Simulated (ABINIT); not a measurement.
# TePb (Fm-3m) in ABINIT: a series of runs, part 2 of 2

ABINIT 10.8.3 (patched build). Earlier steps stand in the parts before.

## Step 4: Band structure, LDA-VWN

Input file run.abi:

```
ndtset 2

pp_dirpath "./"
pseudos "Pb.LDA_PW-JTH_sp.xml, Te.LDA_PW-JTH.xml"

acell 4.56932402 4.56932402 4.56932402 Angstrom
rprim
     0.0000000000     0.7071067812     0.7071067812
     0.7071067812     0.0000000000     0.7071067812
     0.7071067812     0.7071067812     0.0000000000
ntypat 2
znucl 82 52
natom 2
typat 1 2
xred
     0.0000000000     0.0000000000     0.0000000000
     0.5000000000     0.5000000000     0.5000000000

ecut 408.170794 eV
pawecutdg 30.0

ixc -1007

occopt 3
tsmear 0.05 eV

nstep 100

iomode 3
prtwf 0
prteig 0
prtebands 0
enunit 2
prtden1 1

kptopt1 1
ngkpt1 7 7 7
nshiftk1 1
shiftk1 0.0 0.0 0.0
nband1 9
tolvrs1 1.0e-9

iscf2 -2
getden2 1
nband2 13
nbdbuf2 2
tolwfr2 1.0e-12
kptopt2 -9
ndivsm2 6
prteig2 1
prtvol2 -3
kptbounds2
     0.0000000000     0.0000000000     0.0000000000
     0.5000000000     0.0000000000     0.5000000000
     0.5000000000     0.2500000000     0.7500000000
     0.3750000000     0.3750000000     0.7500000000
     0.0000000000     0.0000000000     0.0000000000
     0.5000000000     0.5000000000     0.5000000000
     0.6250000000     0.2500000000     0.6250000000
     0.5000000000     0.2500000000     0.7500000000
     0.5000000000     0.5000000000     0.5000000000
     0.3750000000     0.3750000000     0.7500000000
```

Potentials or basis: JTH PAW LDA v2.0 sp.

The run is started by

```
> abinit run.abi > log 2>&1
```

run.abo:

```text
.Version 10.8.3 of ABINIT
 DATASET    1 : space group Fm -3 m (#225); Bravais cF (face-center cubic)
================================================================================
 Values of the parameters that define the memory need for DATASET  1.
     intxc =       0    ionmov =       0      iscf =      17    lmnmax =      13
     lnmax =       5     mgfft =      32  mpssoang =       3    mqgrid =    3001
     natom =       2  nloc_mem =       2    nspden =       1   nspinor =       1
    nsppol =       1      nsym =      48    n1xccc =       1    ntypat =       2
    occopt =       3   xclevel =       1
       mpw =        1279          nfft =       32768          nkpt =          20
 PAW method is used; the additional fine FFT grid is defined by:
   mgfftf=        45    nfftf =     91125
================================================================================
================================================================================

 DATASET    2 : space group Fm -3 m (#225); Bravais cF (face-center cubic)
[... 1595 lines left out ...]
 -14.64284  -12.33819   -8.38540   -6.55006   -6.36693   -0.71087   -0.52397    0.85559
   1.65236    4.37037    4.67087    5.50201    5.73618

== END DATASET(S) ==============================================================
================================================================================

 -outvars: echo values of variables after computation  --------
            acell      8.6347709783E+00  8.6347709783E+00  8.6347709783E+00 Bohr
           etotal1    -1.2234655007E+01
            fcart1    -0.0000000000E+00 -0.0000000000E+00 -0.0000000000E+00
                      -0.0000000000E+00 -0.0000000000E+00 -0.0000000000E+00
            rprim      0.0000000000E+00  7.0710678120E-01  7.0710678120E-01
                       7.0710678120E-01  0.0000000000E+00  7.0710678120E-01
                       7.0710678120E-01  7.0710678120E-01  0.0000000000E+00
           strten1     5.8056245815E-05  5.8056245815E-05  5.8056245815E-05
                       0.0000000000E+00  0.0000000000E+00  0.0000000000E+00
           xangst      0.0000000000E+00  0.0000000000E+00  0.0000000000E+00
                       3.2310000000E+00  3.2310000000E+00  3.2310000000E+00
             xred      0.0000000000E+00  0.0000000000E+00  0.0000000000E+00
                       5.0000000000E-01  5.0000000000E-01  5.0000000000E-01
 Calculation completed.
```

Wall time 31 s (1 thread of Arm Neoverse V2, shared host); peak memory 0.11 GiB.

What came out:

| Item | Value |
| --- | --- |
| Free energy | -332.9219 eV |
| Pressure | -1.7 GPa |
| Band gap along the path | 0.66 eV, direct |
| Valence electrons inside the program's atomic spheres | Pb 2.58; Te 3.13 |

Levels at the corners of the path, in eV from the Fermi level:
| point | band 1 | band 2 | band 3 | band 4 | band 5 | band 6 | band 7 | band 8 | band 9 | band 10 |
| --- | --- | --- | --- | --- | --- | --- | --- | --- | --- | --- |
| Γ | -12.44 | -6.11 | -1.65 | -1.65 | -1.65 | 3.73 | 3.73 | 3.73 | 5.40 | 5.40 |
| X | -10.85 | -7.79 | -4.86 | -3.13 | -3.13 | 2.92 | 5.10 | 5.10 | 6.27 | 8.54 |
| W | -10.67 | -8.46 | -4.14 | -4.14 | -0.70 | 1.24 | 4.89 | 4.89 | 6.41 | 6.41 |
| K | -10.74 | -8.43 | -4.48 | -2.64 | -2.46 | 3.20 | 3.38 | 4.76 | 5.56 | 8.28 |
| Γ | -12.44 | -6.11 | -1.65 | -1.65 | -1.65 | 3.73 | 3.73 | 3.73 | 5.40 | 5.40 |
| L | -11.00 | -9.03 | -1.22 | -1.22 | -0.37 | 0.28 | 0.84 | 0.84 | 7.72 | 8.79 |
| U | -10.74 | -8.43 | -4.48 | -2.64 | -2.46 | 3.20 | 3.38 | 4.76 | 5.56 | 8.28 |
| W | -10.67 | -8.46 | -4.14 | -4.14 | -0.70 | 1.24 | 4.89 | 4.89 | 6.41 | 6.41 |
| L | -11.00 | -9.03 | -1.22 | -1.22 | -0.37 | 0.28 | 0.84 | 0.84 | 7.72 | 8.79 |
| K | -10.74 | -8.43 | -4.48 | -2.64 | -2.46 | 3.20 | 3.38 | 4.76 | 5.56 | 8.28 |

Caveat: this odd mesh misses L, where the gap lies, so gap, dielectric constants and Born charges aren't listed; spin-orbit coupling is left out, which moves the levels of the heavy elements; this set keeps more shells in the core, which shifts pressures and gaps.

## Step 5: Equation of state, PBE

Input file run.abi:

```
# Datasets: one volume each
ndtset 7
getwfk -1
scalecart1 3*0.9795861087
scalecart2 3*0.9864848297
scalecart3 3*0.9932883884
scalecart4 3*1.0000000000
scalecart5 3*1.0066227096
scalecart6 3*1.0131594038
scalecart7 3*1.0196128224

# Pseudopotentials
pp_dirpath "./"
pseudos "Pb.GGA_PBE-JTH_sp.xml, Te.GGA_PBE-JTH.xml"

# Structure
acell 3*1.0
rprim
     0.0000000000     6.1057051087     6.1057051087
     6.1057051087     0.0000000000     6.1057051087
     6.1057051087     6.1057051087     0.0000000000
ntypat 2
znucl 82 52
natom 2
typat 1 2
xred
     0.0000000000     0.0000000000     0.0000000000
     0.5000000000     0.5000000000     0.5000000000

# Plane-wave basis
ecut 15.0
pawecutdg 30.0

# k points
kptopt 1
ngkpt 7 7 7
nshiftk 1
shiftk 0.0 0.0 0.0

# Exchange and correlation
ixc 11

# Bands and occupations
nband 9
occopt 3
tsmear 0.00183747

# SCF cycle
nstep 100
tolvrs 1.0e-9

# Output
iomode 3
prtwf 1
prtden 0
prteig 0
prtebands 0
```

Potentials or basis: JTH PAW PBE v2.0 sp.

The run is started by

```
> abinit run.abi > log 2>&1
```

Wall time 41 s (1 thread of Arm Neoverse V2, shared host); peak memory 0.14 GiB.

Results (log left out):

| Item | Value |
| --- | --- |
| Equilibrium volume | 35.44 Å³/atom |
| Bulk modulus | 39 GPa |
| Pressure derivative of the bulk modulus | 4.7 |

Energy against volume, from the lowest point:
```
volume (Å³/atom)  energy (meV/atom)
          31.706              59.34
          32.380              38.17
          33.055              22.19
          33.730              10.83
          34.404               3.62
          35.079               0.14
          35.753               0.00
```

Caveat: pressures at fixed basis lie under the slope of the energies; this odd mesh misses L, where the gap lies, so gap, dielectric constants and Born charges aren't listed; this set keeps more shells in the core, which shifts pressures and gaps.

## Step 6: Band structure, RPBE

Input file run.abi:

```
# Datasets: ground state, then fixed potential
ndtset 2

# Pseudopotentials
pp_dirpath "./"
pseudos "Pb.GGA_PBE-JTH_sp.xml, Te.GGA_PBE-JTH.xml"

# Structure
acell 3*1.0
rprim
     0.0000000000     6.1057051087     6.1057051087
     6.1057051087     0.0000000000     6.1057051087
     6.1057051087     6.1057051087     0.0000000000
ntypat 2
znucl 82 52
natom 2
typat 1 2
xred
     0.0000000000     0.0000000000     0.0000000000
     0.5000000000     0.5000000000     0.5000000000

# Plane-wave basis
ecut 15.0
pawecutdg 30.0

# Exchange and correlation
ixc 15

# Bands and occupations
occopt 3
tsmear 0.00183747

# SCF cycle
nstep 100

# Output
iomode 3
prtwf 0
prteig 0
prtebands 0
enunit 1
prtden1 1
prtvha1 1
prtvclmb1 1
prtpot1 1

# Dataset 1
kptopt1 1
ngkpt1 7 7 7
nshiftk1 1
shiftk1 0.0 0.0 0.0
nband1 9
tolvrs1 1.0e-9

# Dataset 2: bands along G-X-W-K-G-L-U-W-L-K
iscf2 -2
getden2 1
nband2 13
nbdbuf2 2
tolwfr2 1.0e-12
kptopt2 -9
ndivsm2 5
prteig2 1
kptbounds2
     0.0000000000     0.0000000000     0.0000000000
     0.5000000000     0.0000000000     0.5000000000
     0.5000000000     0.2500000000     0.7500000000
     0.3750000000     0.3750000000     0.7500000000
     0.0000000000     0.0000000000     0.0000000000
     0.5000000000     0.5000000000     0.5000000000
     0.6250000000     0.2500000000     0.6250000000
     0.5000000000     0.2500000000     0.7500000000
     0.5000000000     0.5000000000     0.5000000000
     0.3750000000     0.3750000000     0.7500000000
```

Potentials or basis: JTH PAW PBE v2.0 sp.

The run is started by

```
> abinit run.abi > log 2>&1
```

It took 29 s on 1 thread of Arm Neoverse V2, shared host; peak memory 0.12 GiB.

The run converged. Its results:

| Item | Value |
| --- | --- |
| Free energy | -325.7945 eV |
| Pressure | 3.7 GPa |
| Band gap along the path | 0.80 eV, direct |
| Valence electrons inside the program's atomic spheres | Pb 2.55; Te 3.13 |

Levels at the corners of the path, in eV from the Fermi level:
| point | band 3 | band 4 | band 5 | band 6 | band 7 | band 8 |
| --- | --- | --- | --- | --- | --- | --- |
| Γ | -1.76 | -1.76 | -1.76 | 3.76 | 3.76 | 3.76 |
| X | -4.93 | -3.22 | -3.22 | 2.89 | 5.13 | 5.13 |
| W | -4.22 | -4.22 | -0.81 | 1.27 | 4.87 | 4.87 |
| K | -4.55 | -2.74 | -2.52 | 3.20 | 3.36 | 4.74 |
| Γ | -1.76 | -1.76 | -1.76 | 3.76 | 3.76 | 3.76 |
| L | -1.36 | -1.36 | -0.44 | 0.36 | 0.84 | 0.84 |
| U | -4.55 | -2.74 | -2.52 | 3.20 | 3.36 | 4.74 |
| W | -4.22 | -4.22 | -0.81 | 1.27 | 4.87 | 4.87 |
| L | -1.36 | -1.36 | -0.44 | 0.36 | 0.84 | 0.84 |
| K | -4.55 | -2.74 | -2.52 | 3.20 | 3.36 | 4.74 |

Caveat: this odd mesh misses L, where the gap lies, so gap, dielectric constants and Born charges aren't listed; the PAW data sets were made with another functional, which shifts forces and pressure a little; spin-orbit coupling is left out, which moves the levels of the heavy elements; this set keeps more shells in the core, which shifts pressures and gaps.

## Step 7: Overview

| task | level | potentials or basis | cutoff (eV) | fine-grid cutoff | pressure (GPa) |
| --- | --- | --- | --- | --- | --- |
| band structure | PBE | JTH PAW PBE v2.0 | 599 | 1197.3 eV | 2.1 |
| equation of state | RPBE | JTH PAW PBE v2.0 | 463 | 925.187 eV | - |
| band structure | LDA-VWN | JTH PAW LDA v2.0 sp | 408 | 816.342 eV | -1.7 |
| equation of state | PBE | JTH PAW PBE v2.0 sp | 408 | 816.342 eV | - |
| band structure | RPBE | JTH PAW PBE v2.0 sp | 408 | 816.342 eV | 3.7 |

Alike in all rows: no spin polarisation; cell as given; k mesh 7 × 7 × 7; smearing fermi-dirac 0.05 eV.

Caveats: spin-orbit coupling is left out, which moves the levels of the heavy elements (some runs); this set keeps more shells in the core, which shifts pressures and gaps (some runs); pressures at fixed basis lie under the slope of the energies (some runs); the PAW data sets were made with another functional, which shifts forces and pressure a little (some runs); the minimum lies outside the volumes run (some runs).

Total energies depend on the potentials used, so only differences within one code and one set of settings carry meaning.

## Step 8: Against experiment

Step 2. Measured gap of TePb: 0.19 eV (direct; 4.2 K; a printed reference work, monograph). This calculation gives 0.71 eV (+0.52 eV). Spin-orbit coupling on Pb, Te is left out. The value is that of PBE, without temperature or zero-point motion.

Step 4. A measured gap of TePb is 0.19 eV (direct; 4.2 K; a printed reference work, monograph); the calculated 0.66 eV misses it by +0.47 eV. Spin-orbit coupling on Pb, Te is left out. The value is that of LDA-VWN, without temperature or zero-point motion.

Step 6. Against the measured gap of TePb, 0.19 eV (direct; 4.2 K; a printed reference work, monograph), the calculated 0.80 eV is off by +0.61 eV. Spin-orbit coupling on Pb, Te is left out. The value is that of RPBE, without temperature or zero-point motion.
